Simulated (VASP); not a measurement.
The input files of a VASP run:

File POSCAR:
```
ZnTe
1.0
  0.0000000000   3.0424760000   3.0424760000
  3.0424760000   0.0000000000   3.0424760000
  3.0424760000   3.0424760000   0.0000000000
Zn Te
1 1
Cart
  3.0577948667   2.9995649185   3.0183217830
  1.5059191333   1.5641490815   1.5453922170
```

**INCAR**
```
# general
SYSTEM  = ZnTe
PREC    = Accurate
ENCUT   = 300   # plane-wave cut-off (eV)
LREAL   = .FALSE.   # projection in real space or not
LASPH   = .TRUE.   # aspherical one-centre terms

# electronic loop
EDIFF   = 1E-6   # SCF stop (eV)
NELM    = 100   # most electronic steps
ALGO    = Normal
LMAXMIX = 4   # l cut-off of mixed one-centre charges

# smearing
ISMEAR  = 0   # Gaussian
SIGMA   = 0.02   # width (eV)

# ions
IBRION  = 2   # conjugate gradients
NSW     = 50
ISIF    = 2
EDIFFG  = -0.005   # ionic stop

# output
LWAVE   = .FALSE.
LCHARG  = .FALSE.
```

### KPOINTS
```
K-points
0
Gamma
6 6 6
0 0 0
```

POTCAR, in this order: Zn Te (LDA.64 set). Program: vasp_std.

### Question
Translate this LDA calculation to Quantum ESPRESSO's pw.x.

### Answer
One equivalent input (not run):
```
&CONTROL
  calculation = 'relax'
  pseudo_dir = './pseudo'
  outdir = './out'
  tprnfor = .true.
  tstress = .true.
  nstep = 50
  forc_conv_thr = 0.00019
/
&SYSTEM
  ibrav = 0
  nat = 2
  ntyp = 2
  ecutwfc = 84
  occupations = 'smearing'
  smearing = 'gaussian'
  degauss = 0.00147
  input_dft = 'pz'
/
&ELECTRONS
  conv_thr = 7.3e-08
  electron_maxstep = 100
/
&IONS
/
ATOMIC_SPECIES
  Zn 65.380 Zn.upf
  Te 127.600 Te.upf
CELL_PARAMETERS angstrom
     0.0000000    3.0424760    3.0424760
     3.0424760    0.0000000    3.0424760
     3.0424760    3.0424760    0.0000000
ATOMIC_POSITIONS crystal
  Zn   0.4864610  0.5056000  0.4994350
  Te   0.2635390  0.2444000  0.2505650
K_POINTS automatic
  6 6 6 0 0 0
```
What does not carry over: the potentials are each code's own (VASP's PAW set, PseudoDojo norm-conserving files in pw.x), so ENCUT and ecutwfc are chosen apart and not converted; conv_thr bounds pw.x's estimated SCF error, while EDIFF bounds the energy change between steps; forc_conv_thr acts on force components and is met together with etot_conv_thr.

The structure comes from a computed database's ZnTe entry; how it stands against other phases isn't given here. In the starting cell atoms are displaced from their ideal sites. This run relaxes the ions in a fixed cell. The run is one of a series of settings (EDIFFG = -0.005, IBRION = 2, NSW = 50 against the base run), some of them coarse on purpose.
